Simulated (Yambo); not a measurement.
BeTe in Yambo: convergence with bands in self energy

BeTe:

```
Te Be
1.0
     0.00000    2.77000    2.77000
     2.77000    0.00000    2.77000
     2.77000    2.77000    0.00000
Te Be
1 1
Direct
  0.75000 0.75000 0.75000
  0.00000 0.00000 0.00000
```

* Program: Yambo 5.3.0
* Task: G0W0 quasiparticle levels
* Functional: PBE
* Potentials or basis: PseudoDojo 0.4 SR PBE stringent
* Cutoff: 1442 eV
* Density cutoff: 5769 eV
* k mesh: 6 × 6 × 6
* Occupations: fixed
* Spin: no spin polarisation
* k mesh of the self-consistent run: 8 × 8 × 8
* Random integration of the Coulomb term: yes
* Direction of the field or of q to 0: x + y + z
* Broadening: 0.1 eV
* States corrected: Γ and the k points of the band edges
* Frequency dependence of W: plasmon pole
* Terminator of the band sum in the self-energy: none
* Quasiparticle equation: linearised (Newton)
* Imaginary frequency of the plasmon-pole fit: 27.2114 eV
* Bands in the response: 164
* Bands in the self-energy: 34
* Cutoff of the response matrix: 12 Ry
* Cutoff of exchange and Vxc: 106 Ry
* Bands corrected (first, last): [14, 15]

These are the settings of the first run; the series varies bands in self energy, with any setting tied to it.

```
bands in self energy  quasiparticle gap at the points computed (eV)
                  34                                          2.470
                  54                                          2.566
                  94                                          2.665
                 164                                          2.728
```

Not settled before the last step: the quasiparticle gap at the points computed (to 0.05 eV). The tightest run that finished is the yardstick and may itself not be fully converged.

Caveat, for the tightest run too: this version prints the column dSc/dw multiplied by 27.2; spin-orbit coupling is left out, which moves the levels of the heavy elements.
